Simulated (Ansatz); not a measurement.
Method: Ansatz, DFT PBE, scalar-relativistic, plane waves, PAW. Settings: cutoff 420 eV, Γ-centred meshes spaced at most about 0.3 Å⁻¹, and about 0.25 Å⁻¹ or finer for metals (2π included), Gaussian smearing. No spin polarisation.

All energies are static (0 K, no zero-point motion).

Task: Order these relaxed structures of Si₅Mo by energy, lowest first, with the energy over the lowest of them.
A. Space group P-6m2 (No. 187), hexagonal, a = 2.909 Å, c = 12.161 Å. Si on a site of symmetry 3m has 3 Mo at 2.57 Å, 3 Si at 2.62 Å and 6 Si at 2.91 Å; Si on a second site of symmetry 3m has 6 Si at 2.62–2.70 Å and 6 Si at 2.91 Å; Si on a site of symmetry -6m2 has 6 Si at 2.70 Å and 6 Si at 2.91 Å; around Mo lie 6 Si at 2.57 Å and 6 Mo at 2.91 Å.
B. Space group P4/mmm (No. 123), tetragonal, a = 6.186 Å, c = 2.977 Å. Si on a site of symmetry m2m is surrounded by 1 Si at 2.38 Å and 2 Mo at 2.49 Å; Si on a site of symmetry 4/mmm is surrounded by 4 Si at 2.38 Å and 2 Si at 2.98 Å; around Mo lie 8 Si at 2.49 Å and 2 Mo at 2.98 Å.

Result: A (0 meV/atom), B (97 meV/atom). Counting Si atoms around Mo (those within 1.25 times the shortest such distance or 1.15 times the sum of covalent radii): A has Mo 6; B has Mo 8. B holds Si–Si units of three or more atoms (shortest 2.38 Å); in A the shortest Si–Si distance is 2.62 Å, near bonding range too. Both come from invented guesses. Even the lowest of the cells shown lies +0.34 eV/atom against the elements.

Cells relaxed within their symmetry can be saddle points. Some structure types and database cells were kept out of the candidates from the start, so a known form may be missing.
